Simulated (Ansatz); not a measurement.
**V2COS MXene monolayer in a perpendicular field**

What dipole does a perpendicular field induce in the V2COS MXene monolayer? A positive field points along +c.

Main program and level: Ansatz 0.2.0; plane-wave DFT, PBE-D3(BJ), Ansatz PAW (set soft_1); PAW set soft_1.

## Step 1: The starting structure

The cell holds 5 atoms: 1 S, 2 V, 1 C and 1 O. Cell: a = 3.012 Å, b = 3.012 Å, c = 41.231 Å, α = 90.0°, β = 90.0°, γ = 120.0°. Vacuum lies along c.

## Step 2: Relaxation

The starting cell is a guess, so the in-plane lattice and the atoms are relaxed first, with the slab cut off from its images along the normal.

The input, input.yaml:

```yaml
crystal:
  lattice:
    - [3.012152, 0.0, 0.0]
    - [-1.506076, 2.6086001521, 0.0]
    - [0.0, 0.0, 41.2306167711]
  atoms:
    - { symbol: S, position: [0.3333333333, 0.6666666667, 0.4377814695] }
    - { symbol: V, position: [0.6666666667, 0.3333333333, 0.4788412314], spin: 2.0 }
    - { symbol: C, position: [0.0, 0.0, 0.5076672597] }
    - { symbol: V, position: [0.3333333333, 0.6666666667, 0.5364932881], spin: 2.0 }
    - { symbol: O, position: [0.6666666667, 0.3333333333, 0.5622185305] }
  periodic: [true, true, false]
magnetization:
  spin_polarized: true
kpoints:
  mp_grid: { grid: [12, 12, 1] }
hamiltonian:
  xc: pbe
  dispersion: d3bj
  pseudopotentials: { kind: paw, azcp: { folder: soft_1 } }
scf:
  occupations: { method: fermi_dirac, width: 0.05 }
  convergence: { dr2_threshold: 1.0e-09 }
relax:
  f_tol: 0.004
  max_steps: 90
  cell: {}
output:
  write_potential: true
  write_density: true
  volumetric_format: npy
```

On the command line:

```sh
$ ansatz run input.yaml --threads 2 --pin off --max-ram 3072MiB --backend cpu --events-out ev --progress --plain --runs-dir out
```

Numbers of over 12 decimals in the logs are rounded to 6 here.

What it wrote:

```text
Warning: relax.cell: scf.convergence.dr2_threshold = 1e-9 eV is looser than the 2.18402065338e-10 eV advised for a relaxation that steers and ends on the stress (1e-10 eV for each atom of the cell: 5, times the square of relax.cell.stress_2d_tol = 0.05 N/m over 15.1 Å (the atoms' height at the walk's start and 5 Å past either face), 3.305e-2 GPa, over a crystal's default 0.05). What an SCF threshold leaves in a stress goes as its square root, and in the free energy as the threshold itself, and one threshold admits the most on a small cell: [figures from the program's tests cut] Set scf.convergence.dr2_threshold to 2.18402065338e-10 eV or tighter. [rest of the remark cut]
Engine: ansatz 0.2.0, aarch64-unknown-linux-gnu
Pseudopotentials: kind: paw
Pseudopotential: S, paw, valence charge 6, recommended cutoff 420 eV (normal), soft_1/S.paw.azcp
Pseudopotential: V, paw, valence charge 13, recommended cutoff 420 eV (normal), soft_1/V.paw.azcp
Pseudopotential: C, paw, valence charge 4, recommended cutoff 420 eV (normal), soft_1/C.paw.azcp
Pseudopotential: O, paw, valence charge 6, recommended cutoff 420 eV (normal), soft_1/O.paw.azcp
Functional definition: PBE
  parameter kappa = 0.804
  parameter beta = 0.066725
  exchange = pbe_x(kappa = kappa, mu = beta*pi^2/3)
  correlation = pbe_c(beta = beta)
Crystal: 5 atoms, lattice volume = 323.970 Å³
Basis set: ecut = 420 eV, 6113 PW (Γ), exchange–correlation on 48×48×576 points (8 copies of the dense FFT grid, shifted against one another)
Bands: 28, of which v1, the nominal top of the filled ones, is band 21 counted from 1 (20 counted from 0)
Symmetry: 6 space group operations
Space group: P3m1 (ITA 156), of the structure as read, at distance tolerance 6.9e-5 Å
Magnetic group: BNS 156.49 (UNI 1279), of the structure as read, at distance tolerance 6.9e-5 Å
k-points: 19 of 144 (time reversal used)
Non-local potential: S, projectors of the file, l = 0: 2, l = 1: 2, l = 2: 1
Non-local potential: V, projectors of the file, l = 0: 3, l = 1: 2, l = 2: 3, l = 3: 1
Non-local potential: C, projectors of the file, l = 0: 2, l = 1: 2, l = 2: 1
Non-local potential: O, projectors of the file, l = 0: 2, l = 1: 2, l = 2: 1
PAW form: soft (Blöchl's): semilocal exchange-correlation on the pseudo side does not see the compensation charge
PAW one-centre angular grid: S, 110 points (default); XC on 64 Gauss nodes
PAW one-centre angular grid: V, 590 points (default); XC on 64 Gauss nodes
PAW one-centre angular grid: C, 110 points (default); XC on 64 Gauss nodes
PAW one-centre angular grid: O, 110 points (default); XC on 64 Gauss nodes
Initial density: superposition of atomic densities (neutral atoms: chi_scale 0, normalization atom)
Starting moments: Σ|m| = 4 μB on 2 of 5 sites
Initial wavefunctions: pseudopotential atomic-orbital guess
Functional: x = pbe(κ = 0.804, μ = 0.219515), c = pbe(β = 0.066725)
SCF iter   1: F=—  HF=-7553.879677 eV  |F-HF|=—  |Δ(HF+E_count)|=         —  Δρ=4.72e-2 (↑4.72e-2 ↓3.11e-2)  dr2=2.92e1  dr2_m=1.18e0  M=1.911 μB ∫|m|=2.434 μB  β_m=0.30  ethr=3.10e-3  ⟨swp⟩=16.3  Hψ=8672  notcnv=0
Mixer restart at iter 1: flushing history
preconditioner: auto → LDOS  [metal: Δε(μ)=0.023 eV  Ē_g=9.055 eV  σ=0.050 eV  W_gap=0.11  n_scr=24 (ndim 8)  ℏωp=10.5 eV  f_vac=0.786  D(μ)=3.70/eV (n_scr^D=18)]
spin=Collinear: LDOS preconditioning applied to the charge; magnetization (m = ρ↑ − ρ↓) channel mixes plain (no charge-response kernel on spin).
SCF iter   2: F=—  HF=-7550.193630 eV  |F-HF|=—  |Δ(HF+E_count)|=    3.69e0  Δρ=2.95e-2 (↑2.95e-2 ↓1.87e-2)  dr2=9.56e0  dr2_m=6.60e-1  M=1.674 μB ∫|m|=2.364 μB  β_m=0.51  ethr=3.10e-3  ⟨swp⟩=4.6  Hψ=2986  notcnv=0  defer=27
SCF iter   3: F=—  HF=-7548.912654 eV  |F-HF|=—  |Δ(HF+E_count)|=    1.28e0  Δρ=7.78e-3 (↑6.84e-3 ↓7.78e-3)  dr2=8.75e-2  dr2_m=1.22e-1  M=1.230 μB ∫|m|=1.986 μB  β_m=0.72  ethr=3.10e-3  ⟨swp⟩=3.9  Hψ=2854  notcnv=0  defer=29
SCF iter   4: F=—  HF=-7549.556574 eV  |F-HF|=—  |Δ(HF+E_count)|=         —  Δρ=1.68e-2 (↑1.68e-2 ↓1.28e-2)  dr2=1.04e-1  dr2_m=6.43e-1  M=0.178 μB ∫|m|=0.507 μB  β_m=1.00  ethr=2.08e-4  ⟨swp⟩=4.1  Hψ=3143  notcnv=0  defer=22  κ⁻¹=2.2e-3(r=2)
SCF iter   5: F=—  HF=-7549.353727 eV  |F-HF|=—  |Δ(HF+E_count)|=   2.03e-1  Δρ=2.50e-3 (↑2.50e-3 ↓1.33e-3)  dr2=4.32e-2  dr2_m=7.29e-3  M=0.121 μB ∫|m|=0.238 μB  β_m=0.72  ethr=1.19e-4  ⟨swp⟩=3.6  Hψ=2796  notcnv=0  defer=22
SCF iter   6: F=—  HF=-7549.360785 eV  |F-HF|=—  |Δ(HF+E_count)|=   7.06e-3  Δρ=1.18e-3 (↑1.18e-3 ↓1.05e-3)  dr2=1.61e-3  dr2_m=3.45e-3  M=0.089 μB ∫|m|=0.177 μB  β_m=0.82  ethr=1.03e-4  ⟨swp⟩=4.4  Hψ=2476  notcnv=0  defer=7
SCF iter   7: F=—  HF=-7549.361803 eV  |F-HF|=—  |Δ(HF+E_count)|=   1.02e-3  Δρ=7.84e-4 (↑7.84e-4 ↓6.19e-4)  dr2=6.87e-4  dr2_m=1.40e-3  M=0.065 μB ∫|m|=0.134 μB  β_m=0.91  ethr=3.83e-6  ⟨swp⟩=3.9  Hψ=2671  notcnv=0  defer=4
SCF iter   8: F=—  HF=-7549.362326 eV  |F-HF|=—  |Δ(HF+E_count)|=   5.23e-4  Δρ=4.13e-4 (↑4.13e-4 ↓3.75e-4)  dr2=1.11e-3  dr2_m=3.20e-4  M=0.033 μB ∫|m|=0.076 μB  β_m=0.87  ethr=1.64e-6  ⟨swp⟩=3.9  Hψ=2681  notcnv=0  defer=2
SCF iter   9: F=—  HF=-7549.362135 eV  |F-HF|=—  |Δ(HF+E_count)|=   1.90e-4  Δρ=2.68e-4 (↑1.76e-4 ↓2.68e-4)  dr2=1.05e-4  dr2_m=1.33e-4  M=0.016 μB ∫|m|=0.044 μB  β_m=0.93  ethr=1.64e-6  ⟨swp⟩=3.4  Hψ=2328  notcnv=0  defer=2
SCF iter  10: F=—  HF=-7549.362146 eV  |F-HF|=—  |Δ(HF+E_count)|=   1.01e-5  Δρ=1.41e-4 (↑1.41e-4 ↓8.18e-5)  dr2=1.13e-4  dr2_m=1.61e-5  M=0.007 μB ∫|m|=0.016 μB  β_m=0.84  ethr=2.51e-7  ⟨swp⟩=3.3  Hψ=2431  notcnv=0  defer=2
SCF iter  11: F=—  HF=-7549.362138 eV  |F-HF|=—  |Δ(HF+E_count)|=   7.64e-6  Δρ=2.69e-5 (↑2.69e-5 ↓2.20e-5)  dr2=3.49e-6  dr2_m=7.20e-7  M=0.002 μB ∫|m|=0.004 μB  β_m=0.82  ethr=2.51e-7  ⟨swp⟩=2.7  Hψ=1922  notcnv=0  defer=2
SCF iter  12: F=—  HF=-7549.362138 eV  |F-HF|=—  |Δ(HF+E_count)|=   3.82e-7  Δρ=1.00e-5 (↑1.00e-5 ↓8.00e-6)  dr2=6.09e-7  dr2_m=1.37e-7  M=0.001 μB ∫|m|=0.001 μB  β_m=0.84  ethr=8.31e-9  ⟨swp⟩=3.9  Hψ=2688  notcnv=0  defer=2
SCF iter  13: F=—  HF=-7549.362139 eV  |F-HF|=—  |Δ(HF+E_count)|=   4.01e-7  Δρ=3.35e-6 (↑3.35e-6 ↓3.24e-6)  dr2=4.67e-8  dr2_m=2.16e-8  M=0.000 μB ∫|m|=0.000 μB  β_m=0.82  ethr=1.45e-9  ⟨swp⟩=3.4  Hψ=2271  notcnv=0  defer=2
SCF iter  14: F=—  HF=-7549.362139 eV  |F-HF|=—  |Δ(HF+E_count)|=   2.88e-8  Δρ=1.29e-6 (↑1.07e-6 ↓1.29e-6)  dr2=7.72e-9  dr2_m=2.99e-9  M=0.000 μB ∫|m|=0.000 μB  β_m=0.83  ethr=1.11e-10  ⟨swp⟩=3.5  Hψ=2474  notcnv=0  defer=2
[...]
relax step   6: F+E_penalty+E_count = -7549.70480863 eV  Δ(F+E_penalty+E_count) = +6.516e-6 eV  max|allowed force component| = 1.308e-3 eV/Å  Δτ_max = 0.0006 Å  P = -0.008 N/m  Ω = 309.698 Å³  energy of the carried Pulay correction = +5.506e-3 eV  fix = [c, alpha, beta]  reactions: c -0.000 N/m  (7 SCF iters, accepted)
[...]
relax step   7: F+E_penalty+E_count = -7549.69983861 eV  Δ(F+E_penalty+E_count) = +4.970e-3 eV  max|allowed force component| = 1.281e-3 eV/Å  Δτ_max = 0.0000 Å  P = -0.074 N/m  Ω = 309.698 Å³  fix = [c, alpha, beta]  reactions: c -0.000 N/m  stress off target by 7.44e-2 N/m on what of the cell is left free  SCF on the basis re-selected at this cell (its energy is not comparable with the rows above)  (7 SCF iters)
[...]
relax step   8: F+E_penalty+E_count = -7549.69990750 eV  Δ(F+E_penalty+E_count) = -6.888e-5 eV  max|allowed force component| = 3.095e-4 eV/Å  Δτ_max = 0.0004 Å  P = -0.000 N/m  Ω = 309.559 Å³  energy of the carried Pulay correction = +6.079e-5 eV  fix = [c, alpha, beta]  reactions: c -0.000 N/m  (8 SCF iters, accepted)
iter 1 solved again at ethr=3.85e-7 eV; its pass at ethr=3.10e-3 eV (dr2=1.62e-4 eV) is discarded
SCF iter   1: F=—  HF=-7549.699747 eV  |F-HF|=—  |Δ(HF+E_count)|=         —  Δρ=1.17e-6 (↑1.17e-6 ↓1.17e-6)  dr2=2.75e-8  dr2_m=1.84e-11  M=0.000 μB ∫|m|=0.000 μB  β_m=0.65  ethr=3.85e-7  ⟨swp⟩=6.3  Hψ=13682  notcnv=0
eigensolver tolerance schedule: the retry pair's looser diagonalisation over-reported the residual by 5869.35 of it (diagonalisation noise at 2.68 of the residual, at the tolerance the schedule requests for it); recorded, not acted on — ethr = c·dr2/N_el stays at c = 1.0e-1
preconditioner: auto → LDOS  [metal: Δε(μ)=0.097 eV  Ē_g=7.925 eV  σ=0.050 eV  W_gap=0.44  n_scr=22 (ndim 8)  ℏωp=10.8 eV  f_vac=0.799  D(μ)=2.16/eV (n_scr^D=14)]
spin=Collinear: LDOS preconditioning applied to the charge; magnetization (m = ρ↑ − ρ↓) channel mixes plain (no charge-response kernel on spin).
SCF iter   2: F=—  HF=-7549.699857 eV  |F-HF|=—  |Δ(HF+E_count)|=   1.10e-4  Δρ=1.44e-6 (↑1.44e-6 ↓1.43e-6)  dr2=4.42e-8  dr2_m=1.24e-11  M=0.000 μB ∫|m|=0.000 μB  β_m=0.30  ethr=6.55e-11  ⟨swp⟩=6.5  Hψ=4446  notcnv=0
SCF iter   3: F=—  HF=-7549.699857 eV  |F-HF|=—  |Δ(HF+E_count)|=   4.76e-9  Δρ=7.32e-7 (↑7.32e-7 ↓7.19e-7)  dr2=9.40e-9  dr2_m=1.31e-11  M=0.000 μB ∫|m|=0.000 μB  β_m=0.65  ethr=6.55e-11  ⟨swp⟩=2.8  Hψ=1663  notcnv=0
SCF iter   4: F=—  HF=-7549.699857 eV  |F-HF|=—  |Δ(HF+E_count)|=   2.42e-9  Δρ=2.25e-7 (↑2.24e-7 ↓2.25e-7)  dr2=7.61e-10  dr2_m=8.45e-12  M=0.000 μB ∫|m|=0.000 μB  β_m=0.66  ethr=2.24e-11  ⟨swp⟩=3.4  Hψ=2383  notcnv=0
SCF iter   5: F=-7549.699857 eV  HF=-7549.699857 eV  |F-HF|=2.79e-10  |Δ(HF+E_count)|=   1.27e-9  Δρ=1.54e-7 (↑1.28e-7 ↓1.54e-7)  dr2=6.83e-10  dr2_m=2.08e-12  M=0.000 μB ∫|m|=0.000 μB  ethr=1.81e-12  ⟨swp⟩=12.4  Hψ=8720  notcnv=0
the starting moments were not kept: the SCF closed with an absolute magnetisation of 8.8e-6 μB, where they sum to 4 μB in size (2 sites). That is at most 0.1 of that sum. Measured as dr2_m measures the in/out step, that magnetisation stands 3.0e-11 eV from none, at or under the dr2_threshold of 1.0e-9 eV: it is no larger than a step whose dr2_m would equal this threshold.
SCF 9 converged in 5 iterations: F = -7549.699857 eV  dr2 = 6.83e-10
relax step   9: F+E_penalty+E_count = -7549.69985699 eV  Δ(F+E_penalty+E_count) = +5.050e-5 eV  max|allowed force component| = 3.021e-4 eV/Å  Δτ_max = 0.0000 Å  P = -0.001 N/m  Ω = 309.559 Å³  fix = [c, alpha, beta]  reactions: c -0.000 N/m  stress off target by 1.10e-3 N/m on what of the cell is left free  SCF on the basis re-selected at this cell (its energy is not comparable with the rows above)  (5 SCF iters)
basis re-selected at this cell: Δ(F+E_penalty+E_count) = +5.050e-5 eV, ΔP = -0.001 N/m vs the last step (what re-selecting the basis moved, of the pressure what is left beyond the Pulay correction that the steps carried, after the strain that the cell walked since its last selection, with what the two solves' SCF thresholds leave and, on support functions, any second-order correction that the steps lacked; it is no m [...]
WARN: The output density's exchange-correlation potential varies sharply where the density is thin. Do not read a vacuum level from v_tot or v_xc, or from such a field of the output density. On a cell that repeats whose density bears no net charge and no dipole along the vacuum's axis use v_es (v_loc + v_h of the components); under efield.dipole_correction with no amplitude use v_es + v_field, which holds any externa [...]
SCF converged after 5 iterations
Magnetization: 0.0000 μB (21.0000 up, 21.0000 down)
Absolute magnetization: 0.0000 μB (∫|ρ↑−ρ↓|, with the PAW one-centre terms)
Spin contamination: 0.0000 ħ² per cell (⟨S²⟩ above its minimum at these occupations)
Per-site moments (μB) at R_I (Å): [(3.7959762861515123e-7, 0.968183), (-1.5543818515467335e-6, 0.833626), (-2.921313907442761e-7, 0.833626), (4.390847107726366e-6, 0.811975), (-9.298231450483089e-8, 0.811975)]
Free energy (F): -7549.699857 eV
Harris-Foulkes:  -7549.699857 eV  (|F-HF|=2.79e-10)
Internal energy: -7549.682335 eV  (E = F + TS)
E sigma→0 (E₀):  -7549.691096 eV
Entropy (-TS):   -0.017522 eV (-3.504 meV/atom)
Fermi energy:    -5.872695 eV
--- Per-component energies (eV) ---
  E_band       = -1136.737576
  E_kinetic    = 954.072675
  E_local      = -181415.860971  (includes V_loc(G=0)·N_el)
  E_nonlocal   = 269.134762
  E_hartree    = 90032.100368
  E_xc         = -439.948334
  E_vxc        = -526.340432  (∫ρ·V_xc dr)
  E_paw        = -3119.763308  (= ΣΔE_a)
  E_vpaw       = -481.948380  (= ΣTr[D̂ρ^β])
  E_aug_tail   = 0.002973  (compensation charges beyond the density's cutoff)
  E_ewald      = 86172.099255
  E_disp       = -1.519755  (pairwise vdW)
  E_smearing   = -0.017522  (= −TS)
  E_closure    = -0.000000  (closes the sum)
  Σ components = -7549.699857   (vs F -7549.699857, Δ=0.00e0)
--- Forces (eV/Å), atoms counted from 1 ---
  atom   1  S      0.00000000    -0.00000000    -0.00029476
  atom   2  V      0.00000000    -0.00000000    -0.00021145
  atom   3  C      0.00000000     0.00000000     0.00012800
  atom   4  V      0.00000000     0.00000000     0.00030448
  atom   5  O      0.00000000    -0.00000000     0.00008571
  max |Σ_I F_I| component: 1.20e-5 eV/Å
--- 2D stress c σ (N/m, compression-positive) ---
       -0.001101       0.000000      -0.000000
        0.000000      -0.001101       0.000000
       -0.000000       0.000000      -0.000000
  P = ½ c Tr σ = -0.0011 N/m
--- Band table (eV; the first three rows and the last of 38) ---
  k-point 0 ↑: bands = [... 17 lower, -8.1416, -6.6160, -6.6160, -5.7553, -5.4484, -5.4484, -5.2676, -5.2676, ... 3 higher]
  k-point 1 ↑: bands = [... 17 lower, -7.9469, -6.9825, -6.8046, -6.1477, -5.5196, -5.3064, -5.0669, -4.9827, ... 3 higher]
  k-point 2 ↑: bands = [... 17 lower, -8.2527, -7.6665, -7.0467, -6.5745, -5.6174, -5.2229, -4.8834, -4.5050, ... 3 higher]
  k-point 18 ↓: bands = [... 17 lower, -9.7901, -9.2794, -9.1804, -5.6600, -5.4893, -4.8873, -4.5813, -4.3748, ... 3 higher]
  the weakly bound empty levels are not read free of the cell's end (no_gap_told)
--- Relaxed structure (7 steps of the walk, 7 accepted, 2 SCFs on fresh bases) ---
  F+E_penalty+E_count = -7549.69985699 eV   max|allowed force component| = 3.021e-4 eV/Å   (the final SCF, on the basis selected at the relaxed cell)
  cell:  # Å, volume = 309.5587 Å³
    - [2.944396, 0, 0]
    - [-1.472198, 2.549922, 0]
    - [0, 0, 41.2306167711]
  atoms:
    - { symbol: S, position: [0.333333, 0.666667, 0.440974] }
    - { symbol: V, position: [0.666667, 0.333333, 0.480225] }
    - { symbol: C, position: [-9.49426335351186e-19, 0, 0.506730] }
    - { symbol: V, position: [0.333333, 0.666667, 0.535502] }
    - { symbol: O, position: [0.666667, 0.333333, 0.559571] }
```

Run time: 3.5 min. Hardware: 2 threads of Arm Neoverse V1, shared host; peak memory 0.74 GiB; 7 min of CPU time.

The steps of the relaxation:

```tsv
step	energy less that of the first step (eV)	largest force component (eV/Å)	volume (Å³)
1	0.0000	1.4300	323.97
2	-0.2953	0.6335	319.02
3	-0.3415	0.1630	308.96
4	-0.3426	0.0598	309.55
5	-0.3427	0.0120	309.67
6	-0.3427	0.0013	309.70
7*	-0.3377	0.0013	309.70
8	-0.3378	0.0003	309.56
9*	-0.3377	0.0003	309.56
```

Relaxation steps marked * repeat the geometry before them on a plane-wave basis chosen anew for their cell, so energy and pressure can jump there.

The run keeps the 6 symmetry operations that it works with, so distortions that break them were not tested.

```tsv
cell as run	before	after	change
a (Å)	3.012	2.944	-2.2 %
b (Å)	3.012	2.944	-2.2 %
```

The atoms that moved most (Å, along periodic axes as changes of fractional coordinates times the final cell, across vacuum about the mean position):

```tsv
atom	dx	dy	dz	length
S1	0.000	0.000	0.132	0.132
O5	0.000	0.000	-0.109	0.109
V2	0.000	0.000	0.057	0.057
V4	0.000	0.000	-0.041	0.041
C3	0.000	0.000	-0.039	0.039
```

Final coordinates:

```xyz
5
Lattice="2.9444 0.0000 0.0000 -1.4722 2.5499 0.0000 0.0000 0.0000 41.2306" Properties=species:S:1:pos:R:3
S     0.0000    1.6999   18.1816
V     1.4722    0.8500   19.8000
C     0.0000    0.0000   20.8928
V     0.0000    1.6999   22.0791
O     1.4722    0.8500   23.0715
```

This step gave:

| Quantity | Value |
| --- | --- |
| energy at zero smearing | -7549.6911 eV |

The lattice constant a goes from 3.012 to 2.944 Å.

[end of part 1 of 2]

[Logs are printed without paths, hosts, clocks, repeated set-up lines and the standing remarks that a program may print on its own settings, such as how far it seeks lower states.]

[Hosts, paths, dates, database ids (printed as entryN), source tags and the programs' standing remarks are cut or masked in the printed files.]

[Maps of the electrostatic potential energy from Ansatz leave out the sawtooth potential of an applied field or a dipole correction, so their vacuum need not be flat; planar profiles and work functions include it.]
